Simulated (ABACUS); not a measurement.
The system is Ir.

```
Ir
1.0
     0.00000    1.91560    1.91560
     1.91560    0.00000    1.91560
     1.91560    1.91560    0.00000
Ir
1
Cartesian
  0.0000 0.0000 0.0000
```

* Program: ABACUS 3.10.1
* Task: relaxation of cell and atoms
* Functional: M06-L
* Potentials or basis: SG15 ONCV 1.2 PBE
* Cutoff: 1075 eV
* Density cutoff: 4299 eV
* Basis: plane waves
* k mesh: 8 × 8 × 8
* Occupations: fermi-dirac, width 0.05 eV
* Spin: no spin polarisation

At the start: pressure 7.7 GPa; volume 14.06 Å³/atom.

Q: How do energy, volume and symmetry change on relaxing?

A: Over 3 steps the energy falls by 7.7 meV/atom and the volume is 14.35 Å³/atom (+2.1 %); space group Fm-3m (No. 225, to 0.05 Å).

The path:
| step | energy change (eV) | largest force (eV/Å) | pressure (GPa) | volume (Å³) |
| --- | --- | --- | --- | --- |
| 1 | 0.0000 | 0.0000 | 7.71 | 14.06 |
| 2 | -0.0068 | 0.0000 | -3.10 | 14.47 |
| 3 | -0.0077 | 0.0000 | -0.10 | 14.35 |

Final structure:
```yaml
crystal:
  lattice:
    - [0.00000, 1.92873, 1.92873]
    - [1.92873, 0.00000, 1.92873]
    - [1.92873, 1.92873, 0.00000]
  atoms:
    - { symbol: Ir, position: [0.00000, 0.00000, 0.00000] }
```

Caveat: the potentials were made for another functional, which shifts forces and pressure.
